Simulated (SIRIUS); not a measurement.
# AlNi3 (Pm-3m) in SIRIUS: equation of state, part 2 of 2

SIRIUS 7.12.0.

## Step 3: Single point, PBEsol, collinear spin, ferromagnetic start, 10.49 Å³/atom (volume scaled by 0.96)

sirius.json

```json
{
  "control": {
    "processing_unit": "cpu",
    "verbosity": 2,
    "num_bands_to_print": 40,
    "print_forces": true,
    "print_stress": true
  },
  "parameters": {
    "electronic_structure_method": "pseudopotential",
    "xc_functionals": ["XC_GGA_X_PBE_SOL", "XC_GGA_C_PBE_SOL"],
    "gk_cutoff": 9.9,
    "pw_cutoff": 19.8,
    "ngridk": [8, 8, 8],
    "shiftk": [0, 0, 0],
    "smearing": "fermi_dirac",
    "smearing_width": 0.0018374661,
    "num_bands": 40,
    "num_mag_dims": 1,
    "num_dft_iter": 100,
    "energy_tol": 1e-08,
    "density_tol": 1e-06
  },
  "iterative_solver": {
    "type": "davidson",
    "min_tolerance": 1e-10
  },
  "mixer": {
    "type": "anderson",
    "beta": 0.5,
    "max_history": 8
  },
  "settings": {
    "tol_ne": 1e-10,
    "pseudo_grid_cutoff": 6.5,
    "smooth_initial_mag": true
  },
  "unit_cell": {
    "lattice_vectors": [
      [1.0, 0.0, 0.0],
      [0.0, 1.0, 0.0],
      [0.0, 0.0, 1.0]
    ],
    "lattice_vectors_scale": 6.5676298423,
    "atom_coordinate_units": "lattice",
    "atom_types": ["Ni", "Al"],
    "atom_files": {
      "Al": "Al.json",
      "Ni": "Ni.json"
    },
    "atoms": {
      "Ni": [
        [0.5, 0.5, 0.0, 0.0, 0.0, 1.0],
        [0.5, 0.0, 0.5, 0.0, 0.0, 1.0],
        [0.0, 0.5, 0.5, 0.0, 0.0, 1.0]
      ],
      "Al": [
        [0.0, 0.0, 0.0, 0.0, 0.0, 0.0]
      ]
    }
  }
}
```

Potentials or basis: PseudoDojo 0.4.1 PBEsol standard (scalar relativistic).

On the command line:

```console
upf_to_json Al.upf
upf_to_json Ni.upf
OMP_NUM_THREADS=4 sirius.scf --input=sirius.json --output=out.json --task=0
```

The log of the run:

```text
[info] SIRIUS version : 7.12.0
[info] number of MPI ranks           : 1
[info] MPI grid                      : 1 1
[info] maximum number of OMP threads : 4
[fft] FFT context for density and potential
[fft] =====================================
[fft]   comm size                             : 1
[fft]   plane wave cutoff                     : 19.8
[fft]   grid size                             : 45 45 45   total : 91125
[fft]   grid limits                           : -22 22   -22 22   -22 22
[fft]   number of G-vectors within the cutoff : 18597
[fft]   local number of G-vectors             : 18597
[fft]   number of G-shells                    : 994
[fft] FFT context for coarse grid
[fft] =====================================
[fft]   comm size                             : 1
[fft]   plane wave cutoff                     : 19.8
[fft]   grid size                             : 45 45 45   total : 91125
[fft]   grid limits                           : -22 22   -22 22   -22 22
[fft]   number of G-vectors within the cutoff : 18597
[fft]   local number of G-vectors             : 18597
[fft]   number of G-shells                    : 994
[unit cell] lattice vectors
[unit cell]   a1 :       6.5676298423      0.0000000000      0.0000000000
[unit cell]   a2 :       0.0000000000      6.5676298423      0.0000000000
[unit cell]   a3 :       0.0000000000      0.0000000000      6.5676298423
[unit cell] reciprocal lattice vectors
[unit cell]   b1 :       0.9566899259      0.0000000000      0.0000000000
[unit cell]   b2 :       0.0000000000      0.9566899259      0.0000000000
[unit cell]   b3 :       0.0000000000      0.0000000000      0.9566899259
[unit cell] unit cell volume :       283.28658085 [a.u.^3]
[unit cell] 1/sqrt(omega)    :         0.05941375
[unit cell] MT volume        :         0.00000000 ( 0.00%)
[unit cell] IT volume        :       283.28658085 (100.00%)
[unit cell] number of atom types : 2
[unit cell] type id : 0 symbol : Ni mt_radius :  13.550000 num_atoms : 3
[unit cell] type id : 1 symbol : Al mt_radius :  18.750000 num_atoms : 1
[unit cell] total number of atoms : 4
[unit cell] number of symmetry classes : 2
[unit cell] number of PAW atoms : 0
[unit cell] atom id  type id  class id             position                      vector_field
[... 435 lines left out ...]
[find] Total energy                   :    -505.33622784 (Ha),   -1010.67245569 (Ry)
[find] Free energy (E-TS)             :    -505.33734437 (Ha),   -1010.67468873 (Ry)
[find] band gap (eV)                  :       0.00000000
[find] Efermi                         :       0.64154718
[ground_state] === stress tensor components [kbar] ===
[ground_state] === stress_kin ===
[ground_state] -164538.706130    0.000000   -0.000000
[ground_state]     0.000000-164538.706130    0.000000
[ground_state]    -0.000000    0.000000-164538.706130
[ground_state] === stress_har ===
[ground_state] -56910.984618    0.000000    0.000000
[ground_state]     0.000000-56910.984618   -0.000000
[ground_state]     0.000000   -0.000000-56910.984618
[ground_state] === stress_ewald ===
[ground_state] 108177.511804    0.000000    0.000000
[ground_state]     0.000000108177.511804    0.000000
[ground_state]     0.000000    0.000000108177.511804
[ground_state] === stress_vloc ===
[ground_state] 30099.543019    0.000000   -0.000000
[ground_state]     0.00000030099.543019   -0.000000
[ground_state]    -0.000000   -0.00000030099.543019
[ground_state] === stress_xc ===
[ground_state]  3048.761817    0.000000   -0.000000
[ground_state]     0.000000 3048.761817   -0.000000
[ground_state]    -0.000000   -0.000000 3048.761817
[ground_state] === stress_core ===
[ground_state] 16841.001390    0.000000    0.000000
[ground_state]     0.00000016841.001390    0.000000
[ground_state]     0.000000    0.00000016841.001390
[ground_state] === stress_nonloc ===
[ground_state] 63199.168317    0.000000    0.000000
[ground_state]     0.00000063199.168317    0.000000
[ground_state]     0.000000    0.00000063199.168317
[ground_state] === stress_us_nl ===
[ground_state] 63199.168317    0.000000    0.000000
[ground_state]     0.00000063199.168317    0.000000
[ground_state]     0.000000    0.00000063199.168317
[ground_state] === stress_total ===
[ground_state]   -83.704401    0.000000   -0.000000
[ground_state]     0.000000  -83.704401    0.000000
[ground_state]    -0.000000    0.000000  -83.704401
[ground_state] ==== total Forces in Ha/bohr =====
[ground_state] atom:    0, force:       0.0000000      0.0000000      0.0000000
[ground_state] atom:    1, force:       0.0000000      0.0000000      0.0000000
[ground_state] atom:    2, force:       0.0000000      0.0000000      0.0000000
[ground_state] atom:    3, force:       0.0000000      0.0000000      0.0000000
[ground_state] ==== ultrasoft contribution from Qij =====
[ground_state] atom:    0, force:       0.0000000      0.0000000      0.0000000
[ground_state] atom:    1, force:       0.0000000      0.0000000      0.0000000
[ground_state] atom:    2, force:       0.0000000      0.0000000      0.0000000
[ground_state] atom:    3, force:       0.0000000      0.0000000      0.0000000
[ground_state] ==== non-local contribution from Beta-projector =====
[ground_state] atom:    0, force:       0.0000000      0.0000000      0.0000000
[ground_state] atom:    1, force:       0.0000000      0.0000000      0.0000000
[ground_state] atom:    2, force:       0.0000000      0.0000000      0.0000000
[ground_state] atom:    3, force:       0.0000000      0.0000000      0.0000000
[ground_state] ==== contribution from local potential =====
[ground_state] atom:    0, force:       0.0000000      0.0000000      0.0000000
[ground_state] atom:    1, force:       0.0000000      0.0000000      0.0000000
[ground_state] atom:    2, force:       0.0000000      0.0000000      0.0000000
[ground_state] atom:    3, force:       0.0000000      0.0000000      0.0000000
[ground_state] ==== contribution from core density =====
[ground_state] atom:    0, force:       0.0000000      0.0000000      0.0000000
[ground_state] atom:    1, force:       0.0000000      0.0000000      0.0000000
[ground_state] atom:    2, force:       0.0000000      0.0000000      0.0000000
[ground_state] atom:    3, force:       0.0000000      0.0000000      0.0000000
[ground_state] ==== Ewald forces from ions =====
[ground_state] atom:    0, force:       0.0000000      0.0000000      0.0000000
[ground_state] atom:    1, force:       0.0000000      0.0000000      0.0000000
[ground_state] atom:    2, force:       0.0000000      0.0000000      0.0000000
[ground_state] atom:    3, force:       0.0000000      0.0000000      0.0000000
[~DFT_ground_state] local op. applied: 91507
[~DFT_ground_state] evp. work count: 9375.44
[~DFT_ground_state] number of iterative solver steps: 2149
```

Run time: 79 s. Hardware: 4 threads of Intel Xeon Platinum 8488C (Sapphire Rapids), shared host; peak memory 0.78 GiB.

Results:

```yaml
Free_energy: -13750.9297 eV
Pressure: 8.4 GPa
Band_gap_on_the_k_mesh: none (metal or under the smearing width)
Net_moment: 0.63 μB per cell
Absolute_moment: 0.78 μB per cell
```

## Step 4: Single point, PBEsol, collinear spin, ferromagnetic start, 10.71 Å³/atom (volume scaled by 0.98)

Changes to sirius.json since step 3:

```diff
@@ -43,3 +43,3 @@
     ],
-    "lattice_vectors_scale": 6.5676298423,
+    "lattice_vectors_scale": 6.6129252727,
     "atom_coordinate_units": "lattice",
```

On the command line:

```console
upf_to_json Al.upf
upf_to_json Ni.upf
OMP_NUM_THREADS=4 sirius.scf --input=sirius.json --output=out.json --task=0
```

Wall time 88 s (4 threads of Intel Xeon Platinum 8488C (Sapphire Rapids), shared host); peak memory 0.79 GiB.

The run converged. Its results:

```
Free energy            : -13750.9624 eV
Pressure               : 3.6 GPa
Band gap on the k mesh : none (metal or under the smearing width)
Net moment             : 0.66 μB per cell
Absolute moment        : 0.81 μB per cell
```

## Step 5: Single point, PBEsol, collinear spin, ferromagnetic start, 10.93 Å³/atom

Changes to sirius.json since step 4:

```diff
@@ -43,3 +43,3 @@
     ],
-    "lattice_vectors_scale": 6.6129252727,
+    "lattice_vectors_scale": 6.6576085555,
     "atom_coordinate_units": "lattice",
```

On the command line:

```console
upf_to_json Al.upf
upf_to_json Ni.upf
OMP_NUM_THREADS=4 sirius.scf --input=sirius.json --output=out.json --task=0
```

It took 1.9 min on 4 threads of Intel Xeon Platinum 8488C (Sapphire Rapids), shared host; peak memory 0.81 GiB.

It converged, with:

```yaml
Free_energy: -13750.9707 eV
Pressure: -0.6 GPa
Band_gap_on_the_k_mesh: none (metal or under the smearing width)
Net_moment: 0.68 μB per cell
Absolute_moment: 0.83 μB per cell
```

## Step 6: Single point, PBEsol, collinear spin, ferromagnetic start, 11.15 Å³/atom (volume scaled by 1.02)

Changes to sirius.json since step 5:

```diff
@@ -43,3 +43,3 @@
     ],
-    "lattice_vectors_scale": 6.6576085555,
+    "lattice_vectors_scale": 6.7016999633,
     "atom_coordinate_units": "lattice",
```

Potentials or basis: PseudoDojo 0.4.1 PBEsol standard (scalar relativistic).

On the command line:

```console
upf_to_json Al.upf
upf_to_json Ni.upf
OMP_NUM_THREADS=4 sirius.scf --input=sirius.json --output=out.json --task=0
```

It took 1.7 min on 4 threads of Intel Xeon Platinum 8488C (Sapphire Rapids), shared host; peak memory 0.82 GiB.

Results (log left out):

| Property | Result |
| --- | --- |
| Free energy | -13750.9571 eV |
| Pressure | -4.4 GPa |
| Band gap on the k mesh | none (metal or under the smearing width) |
| Net moment | 0.69 μB per cell |
| Absolute moment | 0.86 μB per cell |

## Step 7: Single point, PBEsol, collinear spin, ferromagnetic start, 11.37 Å³/atom (volume scaled by 1.04)

Changes to sirius.json since step 6:

```diff
@@ -43,3 +43,3 @@
     ],
-    "lattice_vectors_scale": 6.7016999633,
+    "lattice_vectors_scale": 6.7452187149,
     "atom_coordinate_units": "lattice",
```

On the command line:

```console
upf_to_json Al.upf
upf_to_json Ni.upf
OMP_NUM_THREADS=4 sirius.scf --input=sirius.json --output=out.json --task=0
```

It took 1.7 min on 4 threads of Intel Xeon Platinum 8488C (Sapphire Rapids), shared host; peak memory 0.86 GiB.

Results (log left out):

| Item | Value |
| --- | --- |
| Free energy | -13750.9240 eV |
| Pressure | -7.7 GPa |
| Band gap on the k mesh | none (metal or under the smearing width) |
| Net moment | 0.71 μB per cell |
| Absolute moment | 0.87 μB per cell |

## Step 8: Single point, PBEsol, collinear spin, ferromagnetic start, 11.59 Å³/atom (volume scaled by 1.06)

Changes to sirius.json since step 7:

```diff
@@ -43,3 +43,3 @@
     ],
-    "lattice_vectors_scale": 6.7452187149,
+    "lattice_vectors_scale": 6.7881830498,
     "atom_coordinate_units": "lattice",
```

On the command line:

```console
upf_to_json Al.upf
upf_to_json Ni.upf
OMP_NUM_THREADS=4 sirius.scf --input=sirius.json --output=out.json --task=0
```

Run time: 87 s. Hardware: 4 threads of Intel Xeon Platinum 8488C (Sapphire Rapids), shared host; peak memory 0.84 GiB.

It converged, with:

```yaml
Free_energy: -13750.8735 eV
Pressure: -10.8 GPa
Band_gap_on_the_k_mesh: none (metal or under the smearing width)
Net_moment: 0.72 μB per cell
Absolute_moment: 0.89 μB per cell
```

## Step 9: Equation of state, PBEsol, collinear spin, ferromagnetic start

Potentials or basis: PseudoDojo 0.4.1 PBEsol standard (scalar relativistic).

This step only gathers the single runs of the series.

What came out:

```
Equilibrium volume                      : 10.90 Å³/atom
Bulk modulus                            : 202 GPa
Pressure derivative of the bulk modulus : 4.5
```

Energy against volume, from the lowest point:
```csv
volume (Å³/atom),energy (meV/atom)
10.276,25.25
10.495,10.25
10.713,2.08
10.932,0.00
11.151,3.39
11.369,11.66
11.588,24.30
```
